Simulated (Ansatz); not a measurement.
# Mg (P6_3/mmc) under several functionals

**What was measured.**

“Thermoelastic equation of state and melting of Mg metal at high pressure and high temperature”, 2019, arxiv:1909.00645 quotes, for a powder of Mg at 300 K: lattice constant a 3.209 ± 0.002 Å; lattice constant c 5.211 ± 0.003 Å.

Plane-wave DFT in Ansatz with scalar-relativistic PAW potentials. The same structure was relaxed (cell and atoms, symmetry kept) in separate runs at each level. No spin polarisation.

```tsv
level	cutoff (eV)	k mesh	V (Å³/atom)	a (Å)	c (Å)
LDA	420	18×18×8	21.595	3.145	5.043
PBEsol	420	18×18×8	22.493	3.189	5.109
r2SCAN	500	18×18×8	22.556	3.190	5.118
```

Question: Where does PBE (420 eV, k mesh 18×18×8) fall?

Answer: V (Å³/atom) 22.944, a (Å) 3.209, c (Å) 5.146. Its volume is the largest of the set. The usual order of volumes, LDA < PBEsol < PBE, holds here (21.595, 22.493, 22.944 Å³/atom). As a rule LDA overbinds; PBEsol, built on the gradient expansion of slowly varying densities, lies between LDA and PBE; PBE's stronger gradient term for exchange weakens bonds. r2SCAN lies 1.7 % under PBE in volume.

For PBE: A measured lattice constant a of Mg is 3.209 Å (300 K; powder; quoted in “Thermoelastic equation of state and melting of Mg metal at high pressure and high temperature”, 2019, arxiv:1909.00645); the calculated 3.209 Å misses it by 0.0 %. Against the measured lattice constant c of Mg, 5.211 Å (300 K; powder; quoted in “Thermoelastic equation of state and melting of Mg metal at high pressure and high temperature”, 2019, arxiv:1909.00645), the calculated 5.146 Å is off by -1.2 %. 2 values of this kind are on record (5.211 to 5.213 Å); this one was drawn at random, those with a stated uncertainty first. The calculations are for 0 K without zero-point motion, and in metals axial ratios are sensitive to mesh and smearing.

Cost: 4 runs of about 2.3 core-minutes in all, on Intel Xeon Processor @ 2.70GHz, Intel Xeon Processor @ 2.10GHz (Emerald Rapids) (shared hosts).